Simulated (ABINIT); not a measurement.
GaN:

```
Ga N
1.0
     0.00000    2.25350    2.25350
     2.25350    0.00000    2.25350
     2.25350    2.25350    0.00000
Ga N
1 1
Direct
  0.00000 0.00000 0.00000
  0.25000 0.25000 0.25000
```

The cell is a database's computed one.

Base run:

```yaml
Program: ABINIT 10.8.3 (patched build)
Functional: BLYP
Potentials_or_basis: PseudoDojo NC SR PBE v0.4.1 standard
Cutoff: 1143 eV
k_mesh: 10 × 10 × 10
Occupations: fermi-dirac, width 0.05 eV
Spin: no spin polarisation
```

Its results: band gap on the k mesh 1.81 eV, direct; pressure 10.9 GPa.

Task: After a change of settings the same cell gave: band gap on the k mesh 1.75 eV, direct; pressure 4.9 GPa. Which change was it?
A. functional from BLYP to OLYP
B. functional from BLYP to LDA-Teter; potentials or basis from PseudoDojo NC SR PBE v0.4.1 standard to PseudoDojo NC SR LDA v0.4.1 standard
C. functional from BLYP to WC; potentials or basis from PseudoDojo NC SR PBE v0.4.1 standard to PseudoDojo NC SR PBEsol v0.4.1 standard
D. functional from BLYP to PW91

Result: D.

PW91 binds more tightly than BLYP, so the same cell stands under less pressure.

Caveats: the potentials were made for another functional, which shifts forces and pressure.

Not every run made on this cell is shown here.
